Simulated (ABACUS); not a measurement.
A run of ABACUS 3.10.1 is set up as follows.

INPUT

```
INPUT_PARAMETERS
suffix              WS2
calculation         nscf
basis_type          pw
pseudo_dir          ./
symmetry            -1
dft_functional      MGGA_X_R2SCAN+MGGA_C_R2SCAN
ecutwfc             86.0
pseudo_rcut         7
nspin               1
nbands              30
ks_solver           dav
smearing_method     fd
smearing_sigma      0.00367493
scf_thr             1e-08
scf_nmax            100
mixing_type         broyden
mixing_beta         0.7
mixing_tau          1
init_chg            file
pw_diag_thr         1e-07
out_band            1
kpar                4
```

File STRU:

```
ATOMIC_SPECIES
W 183.8400 W_ONCV_PBE-1.2.upf
S 32.0600 S_ONCV_PBE-1.2.upf

LATTICE_CONSTANT
1.8897261246

LATTICE_VECTORS
1.5790000000 0.9116360751 6.1633333333
-1.5790000000 0.9116360751 6.1633333333
0.0000000000 -1.8232721501 6.1633333333

ATOMIC_POSITIONS
Direct

W
0.0
1
0.0000000000 0.0000000000 0.0000000000 1 1 1

S
0.0
2
0.4190000000 0.4190000000 0.4190000000 1 1 1
0.2497000000 0.2497000000 0.2497000000 1 1 1
```

KPT

```
K_POINTS
13
Line
0.00000000 0.00000000 0.00000000 10 // G
0.50000000 0.00000000 0.00000000 10 // L
0.50000000 0.18125214 -0.18125214 1 // B1
0.81874786 0.50000000 0.18125214 10 // B
0.50000000 0.50000000 0.50000000 10 // Z
0.00000000 0.00000000 0.00000000 10 // G
0.34062607 0.00000000 -0.34062607 1 // X
0.65937393 0.34062607 0.00000000 10 // Q
0.50000000 0.50000000 0.00000000 10 // F
0.65937393 0.65937393 0.18125214 10 // P1
0.50000000 0.50000000 0.50000000 1 // Z
0.50000000 0.00000000 0.00000000 10 // L
0.81874786 0.34062607 0.34062607 1 // P
```

Potentials or basis: SG15 ONCV 1.2 PBE, plane waves.

The run is started by

```bash
$ OMP_NUM_THREADS=1 mpirun -np 4 abacus > log
```

(1) What does it give for the band gap along the path?

Results:

(1) 1.11 eV, indirect (least direct gap 1.99 eV).

Caveat: the density is read from an earlier self-consistent run, whose mesh may be coarse; spin-orbit coupling is left out, which moves the levels of the heavy elements.
